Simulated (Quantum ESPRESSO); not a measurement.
The system is GaN.

```xyz
4
Lattice="3.1800 0.0000 0.0000 -1.5900 2.7540 0.0000 0.0000 0.0000 5.1660" Properties=species:S:1:pos:R:3 pbc="T T T"
Ga    1.5900    0.9180    2.5830
Ga    0.0000    1.8360    0.0000
N     1.5900    0.9180    4.5203
N     0.0000    1.8360    1.9373
```

Base run:

```yaml
Program: Quantum ESPRESSO 7.5
Functional: RPBE
Potentials_or_basis: PseudoDojo 0.4.1 SR PBE standard
Cutoff: 1143 eV
Density_cutoff: 4572 eV
k_mesh: 10 × 10 × 5
Occupations: fermi-dirac, width 0.05 eV
Spin: no spin polarisation
```

Its results: band gap on the k mesh 2.13 eV, direct; pressure 11.6 GPa; largest force 0.146 eV/Å.

Problem. The run is repeated on the same cell with these changes: functional from RPBE to revPBE. What comes out?

Solution. Band gap on the k mesh 2.10 eV, direct; pressure 10.5 GPa; largest force 0.144 eV/Å.

Caveats: the potentials were made for another functional, which shifts forces and pressure.
